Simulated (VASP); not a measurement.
Input of a VASP 6.6.1 run:

File INCAR:

```
SYSTEM = Re
PREC = Accurate
ENCUT = 520
EDIFF = 1E-6
ISMEAR = 0
SIGMA = 0.1
LREAL = .False.
LASPH = .True.
NELM = 100
ALGO = Normal
ISIF = 2
LWAVE = .False.
LCHARG = .False.
GGA = PE
NBANDS = 22
```

Contents of KPOINTS:

```
Automatic mesh
0
Gamma
  4 4 6
  0 0 0
```

Contents of POSCAR:

```
Re
1.0
    4.7921565303      0.0000000000      0.0000000000
    0.0000000000      4.4892371005      0.0000000000
    0.0000000000      0.0000000000      2.7820105662
Re
4
Direct
    0.1686720150      0.7500000000      0.5003764753
    0.3313279850      0.2500000000      1.0003764753
    0.6686720150      0.7500000000     -0.0003764753
    0.8313279850      0.2500000000      0.4996235247
```

Potentials or basis: VASP PAW PBE potentials, release 64 (Re).

The run is started by

```bash
$ cat potpaw_PBE.64/Re/POTCAR > POTCAR
$ mpirun -np 1 vasp_std > vasp.out
```

Problem. What does it give for the largest force?

Solution. 0.023 eV/Å.

Problem. Predict the band gap on the k mesh.

Solution. None (metal or under the smearing width).

Forces on the atoms (eV/Å):
```
Re   0.021  0.000 -0.009
Re  -0.021  0.000 -0.009
Re   0.021  0.000  0.009
Re  -0.021  0.000  0.009
```

Caveat: the k mesh is coarse (spacing up to 0.38 Å⁻¹), so the values aren't converged. Spin-orbit coupling is left out, which matters for the levels of Re.
